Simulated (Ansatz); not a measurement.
**AlNi3: how settings move the results**

One table from this session's results is given with a row withheld; the runs are named, their logs left out.

Method: DFT PBE, scalar-relativistic, plane waves, PAW, in Ansatz 0.2.0.

1 further run of the same task is left out (for a known fault of the program).

## The starting structure

Symmetry: Fm-3m, No. 225, cubic system. Conventional cell: a = 5.604 Å, b = 5.604 Å, c = 5.604 Å, α = 90.00°, β = 90.00°, γ = 90.00°. Al (site symmetry m-3m) has 8 Ni at 2.43 Å as nearest neighbours. Ni (site symmetry -43m) has 4 Al at 2.43 Å and 4 Ni at 2.43 Å as nearest neighbours. Ni (site symmetry m-3m) has 8 Ni at 2.43 Å as nearest neighbours.

Coordinates:

```
Al Ni
1.0
     0.00000    2.80189    2.80189
     2.80189    0.00000    2.80189
     2.80189    2.80189    0.00000
Al Ni
1 3
Direct
  0.50000 0.50000 0.50000
  0.25000 0.25000 0.25000
  0.00000 0.00000 0.00000
  0.75000 0.75000 0.75000
```

The structure comes from the Materials Project (structure only); it is used as listed.

Set-up of the first run:

File input.yaml:

```yaml
crystal:
  lattice:
    - [0.0, 2.8018887551, 2.8018887551]
    - [2.8018887551, 0.0, 2.8018887551]
    - [2.8018887551, 2.8018887551, 0.0]
  atoms:
    - { symbol: Al, position: [0.5, 0.5, 0.5] }
    - { symbol: Ni, position: [0.25, 0.25, 0.25], spin: 2.0 }
    - { symbol: Ni, position: [0.0, 0.0, 0.0], spin: 2.0 }
    - { symbol: Ni, position: [0.75, 0.75, 0.75], spin: 2.0 }
basis:
  ecutwfc: 420
kpoints:
  mp_grid: { grid: [6, 6, 6] }
hamiltonian:
  xc: pbe
scf:
  occupations: { method: gaussian, width: 0.1 }
output:
  forces: true
  stress: true
  eigenvalues: true
  populations: true
magnetization:
  spin_polarized: true
```

Run with:

```sh
$ ansatz run input.yaml --threads 1 --pin off --max-ram 2560MiB --backend cpu --events-out ev --progress --plain --runs-dir out
```

Steps of the session up to this table: Quick check of gap, pressure and forces; Base run on a denser mesh; Plane-wave cutoff set to 150 eV; Plane-wave cutoff: 200 eV; Plane-wave cutoff set to 250 eV; Plane-wave cutoff set to 300 eV; Plane-wave cutoff: 350 eV; Plane-wave cutoff set to 380 eV; Plane-wave cutoff set to 460 eV; Plane-wave cutoff: 520 eV; Plane-wave cutoff: 600 eV; Plane-wave cutoff set to 700 eV; Plane-wave cutoff set to 850 eV.

One of the session's tables, all rows but one given; the rest of the session is left out.

It belongs to the step «The sweep of the plane-wave cutoff side by side». 

| cutoff (eV) | ΔE (meV/atom) | pressure (GPa) |
| --- | --- | --- |
| 150 | 67782 | 124.71 |
| 200 | 11416 | -3.42 |
| 250 | 1852 | 11.00 |
| 300 | 234 | 8.98 |
| 350 | 16.3 | 7.34 |
| 380 | 3.83 | 7.15 |
| 420 | 2.13 | 7.11 |
| 460 | 1.38 | 7.10 |
| 520 | 0.62 | 7.09 |
| 600 | 0.41 | 7.09 |
| 700 | ? | ? |
| 850 | 0.00 | 7.08 |

**Question.** Estimate the row for cutoff (eV) = 700.

Worked estimate for «ΔE (meV/atom)». A straight line through the neighbours (600, 0.41) and (850, 0.00) gives 0.41 + (0.00 − 0.41) × (700 − 600) / (850 − 600) = 0.25; a parabola fitted to 3 rows on both sides gives 0.20.

The run gave: ΔE (meV/atom): 0.12; pressure (GPa): 7.08. In «ΔE (meV/atom)» the line misses by +0.13 and the parabola by +0.08.

Limits of these values: Spin polarisation is off in the runs that give these values; a magnetic solution could lie lower. Warnings in the runs' records: cutoff below recommended, seeded moment not kept.
